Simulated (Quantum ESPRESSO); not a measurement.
**Rb under changes of volume**

One of the cells (88.043 Å³/atom); the others are scaled copies at fixed shape and fractional positions:

```
Rb
1.0
    -2.80250    2.80250    2.80250
     2.80250   -2.80250    2.80250
     2.80250    2.80250   -2.80250
Rb
1
Direct
  0.00000 0.00000 0.00000
```

| Property | Result |
| --- | --- |
| Program | Quantum ESPRESSO 7.5 |
| Functional | rev-vdW-DF2 |
| Potentials or basis | PseudoDojo 0.4.1 SR PBE standard |
| Cutoff | 626 eV |
| Density cutoff | 2503 eV |
| k mesh | 7 × 7 × 7 |
| Occupations | fermi-dirac, width 0.05 eV |
| Spin | no spin polarisation |

```csv
volume (Å³/atom),energy over the lowest point (meV/atom),pressure (GPa)
82.761,?,?
84.522,0.00,0.0
86.283,0.44,-0.1
88.043,1.87,-0.2
89.804,4.20,-0.3
91.565,7.35,-0.3
93.326,11.22,-0.4
```

Q: What does the run at 82.761 Å³/atom give?

A: Energy over the lowest point 0.63 meV/atom; pressure 0.1 GPa.

Worked out: A Birch-Murnaghan fit of order 3 (a polynomial in V^(-2/3)) to the other rows has its minimum at 84.68 Å³/atom with B0 = V·E''(V) = 4.8 GPa and B' = 4.0. It gives 0.67 meV/atom at 82.761 Å³/atom, against the run's 0.63, and -dE/dV = 0.1 GPa, against 0.1.

Energies are extrapolated to zero smearing.

Caveats: the potentials were made for another functional, which shifts forces and pressure.
